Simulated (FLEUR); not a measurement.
Runs of FLEUR MaX-R8.1 (later development tree) on InAs. The structure is cubic, space group F-43m (No. 216). Conventional cell: a = 6.036 Å, b = 6.036 Å, c = 6.036 Å, α = 90.00°, β = 90.00°, γ = 90.00°. In (site symmetry -43m) has 4 As at 2.61 Å as nearest neighbours. As (site symmetry -43m) has 4 In at 2.61 Å as nearest neighbours. 

```csv
task,level,gmax,muffin-tin radii,max iterations,mixing factor,mixer,kmax,gap on the mesh (eV),V0 of scaled cells (Å³/atom),B0 (GPa)
equation of state,WC,14.1 1/bohr,"In 2.28, As 2.15 bohr",-,-,-,4.56 1/bohr,-,28.23,56
single point,PBE,12 1/bohr,"In 2.28, As 2.15 bohr",60,0.05,Anderson,3.86 1/bohr,none,-,-
equation of state,PBEsol,14.1 1/bohr,"In 2.28, As 2.15 bohr",-,-,-,4.56 1/bohr,-,28.21,56
equation of state,SCAN,14.1 1/bohr,"In 2.28, As 2.15 bohr",-,-,-,4.56 1/bohr,-,28.36,59
equation of state,r2SCAN,14.1 1/bohr,"In 2.28, As 2.15 bohr",-,-,-,4.56 1/bohr,-,(a),58
equation of state,AM05,14.1 1/bohr,"In 2.28, As 2.15 bohr",-,-,-,4.56 1/bohr,-,28.36,(b)
single point,PBEsol,14.1 1/bohr,"In 2.28, As 2.15 bohr",60,0.05,Anderson,4.56 1/bohr,none,-,-
```

Alike in all rows: potentials or basis all-electron, FLAPW; no spin polarisation; cell as given; k mesh 8 × 8 × 8; smearing fermi-dirac 0.05 eV.

Problem. Fill in the values left out.

Solution. (a) 28.53; (b) 55.

Caveats: this crystal is a semiconductor, whose small gap the functional closes, so the metal is an error of the method (some runs); the meta-GGA is that of a development version, with a GGA for the radial functions and cores and without core tails (some runs).

A k mesh can miss the band edges, and the runs leave out spin-orbit coupling on As, In.

A gap of «none» marks a metal or a gap under the smearing width.

Not every run made on this cell is shown here.
